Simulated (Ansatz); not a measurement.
## What a trial cell of CdTe relaxes into

Method: DFT r2SCAN, scalar-relativistic, plane waves, PAW (Ansatz 0.2.0). Cutoff 500 eV, Γ-centred k mesh, Gaussian smearing, no spin polarisation in the final step.

CdTe was placed on the CoSn structure type (P6/mmm, No. 191), with Cd in place of Co, Te in place of Sn, at a guessed volume.

```xyz
6
Lattice="6.6711 0.0000 0.0000 -3.3356 5.7774 0.0000 0.0000 0.0000 5.3824" Properties=species:S:1:pos:R:3 pbc="T T T"
Cd    3.3356    0.0000    0.0000
Cd    1.6678    2.8887    0.0000
Cd   -1.6678    2.8887    0.0000
Te    0.0000    0.0000    0.0000
Te    0.0000    3.8516    2.6912
Te    3.3356    1.9258    2.6912
```

Steps on the 3×3×4 mesh (6 atoms). 8 of 8 steps are shown, and the free energy counts from the last. Trial steps that were taken back and renewals of the plane-wave basis can be among the rows.

```csv
step,ΔF (meV/atom),V (Å³/atom),P (GPa)
1,284.2,34.57,-4.94
2,190.6,31.89,-2.94
3,143.7,30.04,-0.45
4,105.5,29.29,1.32
5,49.7,29.34,2.22
6,3.6,30.70,0.85
7,0.7,31.42,0.03
8,0.0,31.42,0.04
```

A final relaxation ran on a 6×6×10 mesh. The relaxed crystal, P6/mmm (No. 191):

```cif
data_structure
_symmetry_space_group_name_H-M 'P6/mmm'
_symmetry_Int_Tables_number 191
_cell_length_a 7.3100
_cell_length_b 7.3100
_cell_length_c 4.0787
_cell_angle_alpha 90.000
_cell_angle_beta 90.000
_cell_angle_gamma 120.000
_cell_volume 188.75
loop_
_atom_site_label
_atom_site_type_symbol
_atom_site_symmetry_multiplicity
_atom_site_Wyckoff_symbol
_atom_site_fract_x
_atom_site_fract_y
_atom_site_fract_z
_atom_site_occupancy
Cd1 Cd 3 f 0.50000 0.00000 0.00000 1
Te1 Te 1 a 0.00000 0.00000 0.00000 1
Te2 Te 2 d 0.33333 0.66667 0.50000 1
```

```yaml
Volume_per_atom: 31.46 Å³
Density: 6.33 g/cm³
Energy_over_the_elements: -0.12 eV/atom
Gap_on_the_6×6×10_mesh: 0 eV (a metal)
```

The zero of energy is the elements' standard structures at the same level; no fitted shifts are applied.

The final run used a 6×6×10 mesh on its 6-atom cell and 0.10 eV smearing. For metals, differences of a few meV/atom aren't resolved. Spin–orbit coupling is left out.

A structure relaxed within its symmetry needn't be a true minimum.

Cost: 3 runs of about 3.1 core-minutes in all, on Intel Xeon 6975P-C (Granite Rapids) (shared hosts).